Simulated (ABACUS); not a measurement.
HfB2:

```
CELL_PARAMETERS angstrom
3.14000 0.00000 0.00000
-1.57000 2.71932 0.00000
0.00000 0.00000 3.48000
ATOMIC_POSITIONS crystal
Hf 0.00000 0.00000 0.00000
B 0.66667 0.33333 0.50000
B 0.33333 0.66667 0.50000
```

Base run:

| Item | Value |
| --- | --- |
| Program | ABACUS 3.10.1 |
| Functional | PBE |
| Potentials or basis | PseudoDojo NC SR 0.4.1 PBE standard |
| Cutoff | 1034 eV |
| Density cutoff | 4136 eV |
| Basis | plane waves |
| k mesh | 10 × 10 × 8 |
| Occupations | fermi-dirac, width 0.05 eV |
| Spin | no spin polarisation |

Its results: band gap on the k mesh none (metal or under the smearing width); pressure 1.7 GPa.

Task: The run is repeated on the same cell with these changes: cutoff from 1034 eV to 1361 eV; density cutoff from 4136 eV to 5442 eV; basis from plane waves to DZP LCAO (the cutoffs set its grid). What comes out?

Result: Band gap on the k mesh none (metal or under the smearing width); pressure 2.5 GPa.

Caveats: there are fewer bands than atomic start orbitals, so a level may be missed at k points of high symmetry (some runs); the atomic orbitals were generated for these runs and aren't a published set (some runs); the basis of atomic orbitals isn't converged, which shifts pressures, moduli and gaps (some runs).

Not every run made on this cell is shown here.
